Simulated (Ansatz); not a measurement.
Tc in Ansatz: the effect of dispersion

Crystal: Tc.

```
CELL_PARAMETERS angstrom
0.00000 1.95000 1.95000
1.95000 0.00000 1.95000
1.95000 1.95000 0.00000
ATOMIC_POSITIONS crystal
Tc 0.00000 0.00000 0.00000
```

This isn't the form of Tc at room conditions, which is hcp.

Alike in all runs:

```yaml
Program: Ansatz 0.2.0
Task: relaxation of cell and atoms
Functional: PBE
Potentials_or_basis: Ansatz PAW earlier set
Cutoff: "500 eV (not typed: the program's choice for these potentials)"
k_mesh: 12 × 12 × 12
Occupations: fermi-dirac, width 0.05 eV
Spin: no spin polarisation
```

Each run relaxes the cell or the atoms first.

Problem. One run gave: relaxed volume 14.51 Å³/atom. Which dispersion did it use?
A. D3(BJ)
B. D4
C. none

Solution. C.

```tsv
dispersion	relaxed volume (Å³/atom)
none	14.51
D3(BJ)	14.16
D4	14.21
```

Caveats: the plane-wave basis is chosen anew once the cell has moved, so the energies of steps on either side of that aren't comparable; pairwise dispersion overbinds metals, which lowers pressure and volume (some runs).
